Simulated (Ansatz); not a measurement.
Crystal: Cl.

```
Cl
1.0
     3.14500   -2.25000    0.00000
     3.14500    2.25000    0.00000
     0.00000    0.00000    8.21000
Cl
4
Direct
  0.37000 0.63000 0.40000
  0.13000 0.87000 0.90000
  0.63000 0.37000 0.60000
  0.87000 0.13000 0.10000
```

Base run:

| Quantity | Value |
| --- | --- |
| Program | Ansatz 0.2.0 |
| Functional | PBEsol |
| Potentials or basis | all-electron LAPW, scalar-relativistic |
| Cutoff | 282 eV |
| Density cutoff | 1130 eV |
| Basis error allowed | 0.002 eV/atom |
| k mesh | 7 × 7 × 4 |
| Occupations | fermi-dirac, width 0.05 eV |
| Spin | no spin polarisation |

Its results: band gap on the k mesh 2.44 eV, indirect (least direct gap 2.49 eV); pressure -0.9 GPa; largest force 0.175 eV/Å.

**Question.** After a change of settings the same cell gave: band gap on the k mesh 2.50 eV, indirect (least direct gap 2.56 eV); pressure 0.7 GPa; largest force 0.097 eV/Å. Which change was it?
A. functional from PBEsol to PBE
B. potentials or basis from all-electron LAPW, scalar-relativistic to all-electron PAW datasets made for the crystal
C. functional from PBEsol to LDA
D. potentials or basis from all-electron LAPW, scalar-relativistic to all-electron LAPW, non-relativistic

**Answer.** A.

PBE binds less tightly than PBEsol, so the same cell stands under more pressure.

Not every run made on this cell is shown here.
